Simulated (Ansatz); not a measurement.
**PbSe (Cmcm): equation of state with a fit, by script**

Where is the equilibrium volume of PbSe (Cmcm), and how stiff is it? Wanted for PbSe (Cmcm): an equation of state with a fit.

Computed with the Python package of Ansatz 0.2.0. Level of theory: DFT LDA, plane waves, PAW.

### 1 The structure

The structure is orthorhombic, space group Cmcm (No. 63). Conventional cell: a = 4.310 Å, b = 12.268 Å, c = 4.450 Å, α = 90.00°, β = 90.00°, γ = 90.00°. Pb (site symmetry m2m) is surrounded by 5 Se at 2.82 to 3.10 Å. Se (site symmetry m2m) is surrounded by 5 Pb at 2.82 to 3.10 Å.

The script holds or builds the structure itself.

### 2 Script

eos.py

```python
"""Bulk modulus of PbSe from an E(V) curve."""

import argparse

import ansatz as az
import numpy as np
from pymatgen.analysis.eos import EOS

parser = argparse.ArgumentParser(description="Bulk modulus of PbSe from an E(V) curve.")
parser.add_argument("--functional", default="lda", help="exchange-correlation functional")
parser.add_argument("--filling", required=True, help="how the bands are filled")
parser.add_argument("--scf-tol", type=float, required=True, help="SCF control")
parser.add_argument("--mesh", type=int, nargs=3, required=True, help="k-point sampling")
args = parser.parse_args()

vectors0 = np.array([
    [2.15487659, -6.13394735, 0.0],
    [2.15487659, 6.13394735, 0.0],
    [0.0, 0.0, 4.45049357],
])
sites = [
    ("Pb", [0.63176073, 0.36823927, 0.75]),
    ("Pb", [0.36823927, 0.63176073, 0.25]),
    ("Se", [0.86128996, 0.13871004, 0.75]),
    ("Se", [0.13871004, 0.86128996, 0.25]),
]


def build(cell):
    crystal = az.Crystal(lattice=az.Lattice.of(cell))
    for symbol, position in sites:
        crystal = crystal.atom(symbol, position)
    return crystal


def main() -> None:
    # uniform scaling of the cell
    volumes, energies = [], []
    for scale in np.linspace(0.88, 1.12, 7):
        cell = vectors0 * scale ** (1 / 3)
        job = (
            build(cell).calculation()
            .functional(args.functional)
            .basis(35 * az.Ry, xc_grid=3)
            .occupations(args.filling)
            .eigensolver("davidson")
            .scf(tolerance=args.scf_tol)
            .kpoints(*args.mesh)
        )
        data = job.run(threads=1).report
        volumes.append(abs(np.linalg.det(cell)) / len(sites))
        energies.append(data["free_energy_ev"] / len(sites))
        print(f"V = {volumes[-1]:8.4f} A^3/atom  F = {energies[-1]:.5f} eV/atom")

    for form in ["pourier_tarantola"]:
        fit = EOS(eos_name=form).fit(volumes, energies)
        print(f"{form:18s} V0 {fit.v0:8.4f} A^3/atom  B0 {fit.b0_GPa:7.1f} GPa  B1 {fit.b1:5.2f}")


if __name__ == "__main__":
    main()
```

### 3 What the engine is handed

The package turns the script's settings into the engine's input (first run):

```yaml
crystal:
  lattice:
    - [2.064983696569148, -5.878063426993529, 0.0]
    - [2.064983696569148, 5.878063426993529, 0.0]
    - [0.0, 0.0, 4.264836653005648]
  atoms:
    - { symbol: Pb, position: [0.63176073, 0.36823927, 0.75] }
    - { symbol: Pb, position: [0.36823927, 0.63176073, 0.25] }
    - { symbol: Se, position: [0.86128996, 0.13871004, 0.75] }
    - { symbol: Se, position: [0.13871004, 0.86128996, 0.25] }
basis:
  ecutwfc: 476.19925930478996
  xc_grid: 3
kpoints:
  mp_grid:
    grid: [4, 4, 4]
hamiltonian:
  xc: lda
scf:
  convergence:
    dr2_threshold: 1.0e-05
  occupations:
    method: fixed
  eigensolver:
    kind: davidson
```

### 4 Launch

Launch:

```bash
python eos.py --filling fixed --scf-tol 1e-05 --mesh 4 4 4
```

What it wrote:

```text
V =  25.8835 A^3/atom  F = -8493.26623 eV/atom
V =  27.0600 A^3/atom  F = -8493.28233 eV/atom
V =  28.2366 A^3/atom  F = -8493.27916 eV/atom
V =  29.4131 A^3/atom  F = -8493.26074 eV/atom
V =  30.5896 A^3/atom  F = -8493.23028 eV/atom
V =  31.7661 A^3/atom  F = -8493.19033 eV/atom
V =  32.9427 A^3/atom  F = -8493.14292 eV/atom
pourier_tarantola  V0  27.4274 A^3/atom  B0    56.5 GPa  B1  4.22
```

Run time: 38 s. Hardware: 1 thread of Arm Neoverse V2, shared host; peak memory 0.57 GiB.

### 5 What changed from run to run

The engine's inputs for some of the other runs:

Run 3, against run 1:

```diff
@@ -3,3 +3,3 @@
-    - [2.064983696569148, -5.878063426993529, 0.0]
-    - [2.064983696569148, 5.878063426993529, 0.0]
-    - [0.0, 0.0, 4.264836653005648]
+    - [2.125753065980028, -6.051046007150956, 0.0]
+    - [2.125753065980028, 6.051046007150956, 0.0]
+    - [0.0, 0.0, 4.390344391625648]
```

Run 5, against run 1:

```diff
@@ -3,3 +3,3 @@
-    - [2.064983696569148, -5.878063426993529, 0.0]
-    - [2.064983696569148, 5.878063426993529, 0.0]
-    - [0.0, 0.0, 4.264836653005648]
+    - [2.183233481230457, -6.2146664401903555, 0.0]
+    - [2.183233481230457, 6.2146664401903555, 0.0]
+    - [0.0, 0.0, 4.509059412086732]
```

Run 6, against run 1:

```diff
@@ -3,3 +3,3 @@
-    - [2.064983696569148, -5.878063426993529, 0.0]
-    - [2.064983696569148, 5.878063426993529, 0.0]
-    - [0.0, 0.0, 4.264836653005648]
+    - [2.2108722821740217, -6.2933414560087595, 0.0]
+    - [2.2108722821740217, 6.2933414560087595, 0.0]
+    - [0.0, 0.0, 4.566142173323581]
```

Lines on the test bed's own set-up are left out of the output.

### 6 Run by run

The 7 runs, in the order started:

| run | volume (Å³/atom) | energy from run 2 (meV/atom) | gap on the mesh (eV) | SCF cycles | CPU time (s) |
| --- | --- | --- | --- | --- | --- |
| 1 | 25.884 | 16.10 | 0.94 | 6 | 5.1 |
| 2 | 27.060 | 0.00 | 1.00 | 6 | 5.2 |
| 3 | 28.237 | 3.18 | 1.06 | 6 | 5.4 |
| 4 | 29.413 | 21.60 | 1.11 | 6 | 4.7 |
| 5 | 30.590 | 52.05 | 1.13 | 6 | 5 |
| 6 | 31.766 | 92.00 | 1.11 | 6 | 5.1 |
| 7 | 32.943 | 139.42 | 1.09 | 6 | 5.1 |

### 7 What came out

```
                      quantity            value
                 runs compared                7
               range of energy  139.42 meV/atom
lowest point, volume (Å³/atom)           27.060
      equilibrium volume (fit)    27.42 Å³/atom
            bulk modulus (fit)           57 GPa
```

A third-order Birch-Murnaghan fit through the 7 points (the script's own form differs a little) has its minimum at 27.42 Å³ an atom, 6.8 % below the typed cell, with a bulk modulus of 57 GPa and dB/dP = 4.5. From that minimum the energy rises by 17.0 meV an atom on the compressed side and 140.3 meV on the expanded side. The window is off centre, so dB/dP is rough. Notes:
- Shape and fractional positions are held along the curve, so the bulk modulus is an upper value where they are free to relax, by a factor of two or more in layered or hydrogen-bonded cells.
- For a gap this small the mesh is coarse, and bands can meet between its points.
- Spin-orbit coupling, which matters for elements this heavy, is left out.
- The structure comes from a database of computed cells and needn't be a stable or known phase.
